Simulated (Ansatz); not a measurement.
TaSi2:

```xyz
9
Lattice="4.7800 0.0000 0.0000 -2.3900 4.1396 0.0000 0.0000 0.0000 6.5640" Properties=species:S:1:pos:R:3 pbc="T T T"
Ta   -1.1950    2.0698    1.0940
Ta    1.1950    2.0698    5.4700
Ta    2.3900    0.0000    3.2820
Si    1.1949    0.6899    1.0940
Si   -1.1951    3.4497    5.4700
Si    2.3900    2.7599    3.2820
Si    1.1951    3.4497    1.0940
Si    3.5851    0.6899    5.4700
Si    0.0000    1.3797    3.2820
```

| Property | Result |
| --- | --- |
| Program | Ansatz 0.2.0 |
| Task | relaxation of cell and atoms |
| Functional | PBE |
| Potentials or basis | Ansatz PAW |
| Cutoff | 420 eV (not typed: the program's choice for these potentials) |
| k mesh | 5 × 5 × 3 |
| Occupations | fermi-dirac, width 0.05 eV |
| Spin | no spin polarisation |

At the start: volume 14.43 Å³/atom.

**Question.** Where does the relaxation end?

**Answer.** It ends after 5 steps and the volume is 14.67 Å³/atom (+1.7 %); space group P6_222 (No. 180, to 0.05 Å).

The path:
```csv
step,energy change (eV),largest force (eV/Å),volume (Å³)
1,0.0000,0.7929,129.88
2,-0.1578,0.1265,133.66
3,-0.1794,0.0103,132.23
4,-0.1799,0.0034,132.03
5,-0.1805,0.0035,132.03
```

Final structure:
```yaml
crystal:
  lattice:
    - [4.81424, 0.00000, 0.00000]
    - [-2.40712, 4.16925, 0.00000]
    - [0.00000, 0.00000, 6.57788]
  atoms:
    - { symbol: Ta, position: [0.00000, 0.50000, 0.16667] }
    - { symbol: Ta, position: [0.50000, 0.50000, 0.83333] }
    - { symbol: Ta, position: [0.50000, 0.00000, 0.50000] }
    - { symbol: Si, position: [0.31729, 0.15864, 0.16667] }
    - { symbol: Si, position: [0.15864, 0.84136, 0.83333] }
    - { symbol: Si, position: [0.84136, 0.68271, 0.50000] }
    - { symbol: Si, position: [0.68271, 0.84136, 0.16667] }
    - { symbol: Si, position: [0.84136, 0.15864, 0.83333] }
    - { symbol: Si, position: [0.15864, 0.31729, 0.50000] }
```

Caveat: the plane-wave basis is chosen anew once the cell has moved, so the energies of steps on either side of that aren't comparable.
